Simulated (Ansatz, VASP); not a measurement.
**Two plane-wave programs on AlP**

```
CELL_PARAMETERS angstrom
0.00000 2.72550 2.72550
2.72550 0.00000 2.72550
2.72550 2.72550 0.00000
ATOMIC_POSITIONS crystal
Al 0.00000 0.00000 0.00000
P 0.75000 0.75000 0.75000
```

Alike in both runs: task relaxation of cell and atoms; functional LDA; k mesh 8 × 8 × 8; occupations gaussian, width 0.02 eV; no spin polarisation.

|  | VASP | Ansatz |
| --- | --- | --- |
| version | VASP 6.6.1 | Ansatz 0.2.0 |
| potentials or method | VASP PAW LDA potentials, release 64 (Al, P) | scalar-relativistic, plane waves, PAW |
| plane-wave cutoff (eV) | 600 | 420 |
| valence electrons in the cell | 8 | 8 |

Ansatz gave:

- gap on the k mesh at the Fermi level, each at its own relaxed structure (eV): 1.42
- relaxed volume (Å³/atom): 20.06
- relaxed cell length with the largest relative difference (Å): 3.842

Q: Estimate VASP's values.

A: gap on the k mesh at the Fermi level, each at its own relaxed structure (eV): 1.42; relaxed volume (Å³/atom): 20.07; relaxed cell length with the largest relative difference (Å): 3.843.

Ansatz warned: «pseudo_functional_mismatch».

A k mesh can miss the band edges. Zero-point motion and thermal expansion aren't in these numbers. LDA usually gives volumes a few per cent too small.
